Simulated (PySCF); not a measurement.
Computed XPS line lists of a few unrelated compounds.

Computed with delta-SCF UKS SCAN, pcX-2 on the ionised atom, pcseg-1 elsewhere, spin-free X2C (PySCF 2.14.0). Geometries: PBE0-D3(BJ)/def2-SVP; isolated species, one conformer each.

Line lists (1s up to Mg, 2p3/2 beyond; areas count atoms within a level, one atom standing for each set equivalent by bonding):
1. C 1s: 292.44 eV; O 1s: 539.24 eV
2. C 1s: 292.48 (area 2), 293.62 (area 1) eV; O 1s: 538.72 eV
3. C 1s: 290.28 (area 2), 291.12 (area 1), 291.13 (area 2) eV; N 1s: 404.34 eV

Structures:
A. `C1COCO1` (C3H6O2)
B. `OCCO` (C2H6O2)
C. `CC(C)N(C)C` (C5H13N)

Problem. Which list belongs to which compound?

Solution. 
- 1 = B: no other candidate has these counts of sites. C 1s: 292.44 carbinol carbon (C–OH) (×2); O 1s: 539.24 alcohol oxygen (×2).
- 2 = A: no other candidate has these counts of sites. C 1s: 292.48 sp3 carbon bound to oxygen (×2), 293.62 sp3 carbon bearing two oxygens; O 1s: 538.72 cyclic ether oxygen (×2).
- 3 = C: no other candidate has this set of levels. C 1s: 290.28 methyl carbon (×2), 291.12 sp3 carbon bound to nitrogen, 291.13 N-methyl carbon (×2); N 1s: 404.34 tertiary amine nitrogen.
